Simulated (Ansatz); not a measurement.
HgTe:

```
CELL_PARAMETERS angstrom
0.00000 3.18000 3.18000
3.18000 0.00000 3.18000
3.18000 3.18000 0.00000
ATOMIC_POSITIONS crystal
Hg 0.00000 0.00000 0.00000
Te 0.50000 0.50000 0.50000
```

Measurements of this composition are mostly on another form, of space group No. 216.

| Item | Value |
| --- | --- |
| Program | Ansatz 0.2.0 |
| Task | relaxation of cell and atoms |
| Functional | HSE03 |
| Potentials or basis | Ansatz PAW |
| Cutoff | 420 eV (not typed: the program's choice for these potentials) |
| k mesh | 4 × 4 × 4 |
| Occupations | fermi-dirac, width 0.05 eV |
| Spin | no spin polarisation |

At the start: volume 32.16 Å³/atom.

How do energy, volume and symmetry change on relaxing?

It ends after 5 steps and the volume is 28.88 Å³/atom (-10.2 %); space group Fm-3m (No. 225, to 0.05 Å).

The path:
```
step  energy change (eV)  largest force (eV/Å)  volume (Å³)
   1              0.0000                0.0000        64.31
   2             -0.0943                0.0000        56.92
   3             -0.0957                0.0000        57.97
   4             -0.0959                0.0000        57.76
   5             -0.0934                0.0000        57.76
```

Final structure:
```cif
data_structure
_symmetry_space_group_name_H-M 'P 1'
_symmetry_Int_Tables_number 1
_cell_length_a 4.3388
_cell_length_b 4.3388
_cell_length_c 4.3388
_cell_angle_alpha 60.000
_cell_angle_beta 60.000
_cell_angle_gamma 60.000
_cell_volume 57.76
loop_
_atom_site_label
_atom_site_type_symbol
_atom_site_fract_x
_atom_site_fract_y
_atom_site_fract_z
_atom_site_occupancy
Hg1 Hg 0.00000 0.00000 0.00000 1
Te1 Te 0.50000 0.50000 0.50000 1
```

Caveat: the k mesh is coarse (spacing up to 0.43 Å⁻¹), so the values aren't converged, least of all with exact exchange; the plane-wave basis is chosen anew once the cell has moved, so the energies of steps on either side of that aren't comparable; the volume moved by -10 % from the deposited cell, more than functionals usually miss; the PAW data sets come from PBE, with cores solved anew for the run's functional, which leaves a small shift of forces and pressure.
